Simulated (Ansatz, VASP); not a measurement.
**HfN: VASP beside Ansatz**

File INCAR:

```
SYSTEM = HfN
PREC = Accurate ; ENCUT = 520
EDIFF = 1E-6 ; ISMEAR = 0
SIGMA = 0.15 ; LREAL = .False.
LASPH = .True. ; NELM = 80
ALGO = Normal ; ISIF = 2
LWAVE = .False. ; LCHARG = .True.
GGA = PE ; LELF = .True.
LVHAR = .True. ; NBANDS = 14
```

File KPOINTS:

```
regular mesh
0
Gamma
  16 16 16
  0 0 0
```

File POSCAR:

```
HfN
1.0
    0.0000000000      2.3267939086      2.2738140414
    2.2738140414      0.0000000000      2.2738140414
    2.2738140414      2.3267939086      0.0000000000
Hf N
1 1
Direct
    0.0000000000      0.0000000000      0.0000000000
    0.5000000000      0.5000000000      0.5000000000
```

Input for Ansatz:

```yaml
crystal:
  lattice:
    - [0.0, 2.3267939086, 2.2738140414]
    - [2.2738140414, 0.0, 2.2738140414]
    - [2.2738140414, 2.3267939086, 0.0]
  atoms:
    - { symbol: Hf, position: [0.0, 0.0, 0.0] }
    - { symbol: "N", position: [0.5, 0.5, 0.5] }
basis:
  ecutwfc: 520.0
kpoints:
  mp_grid: { grid: [16, 16, 16] }
hamiltonian:
  xc: pbe
  pseudopotentials: { kind: paw, azcp: { folder: soft_1 } }
scf:
  occupations: { method: gaussian, width: 0.15 }
output:
  forces: true
  stress: true
  eigenvalues: true
```

Change from the starting cell: mode 5 frozen in at +0.000 Å, normal strain along y +0.0233.

Alike in both runs: task single point; functional PBE; k mesh 16 × 16 × 16; occupations gaussian, width 0.15 eV; no spin polarisation.

|  | VASP | Ansatz |
| --- | --- | --- |
| version | VASP 6.6.1 | Ansatz 0.2.0 |
| potentials or method | VASP PAW PBE potentials, release 64 (Hf_pv, N) | scalar-relativistic, plane waves, PAW |
| plane-wave cutoff (eV) | 520 | 520 |
| valence electrons in the cell | 15 | 31 |

|  | VASP | Ansatz | Ansatz less VASP |
| --- | --- | --- | --- |
| gap on the k mesh at the Fermi level (eV) | none | none | - |
| pressure (GPa) | -7.7 | -5.5 | +2.24 |
| largest component of the traceless stress (GPa) | 6.18 | 6.27 | +0.089 |

A gap of «none» marks a metal or a gap that the smearing closes. With one functional, cell and mesh, what is left measures potentials, basis and numerics. The two sets of potentials don't hold the same shells in valence.

The runs have no spin-orbit coupling, so splittings on Hf are missing.
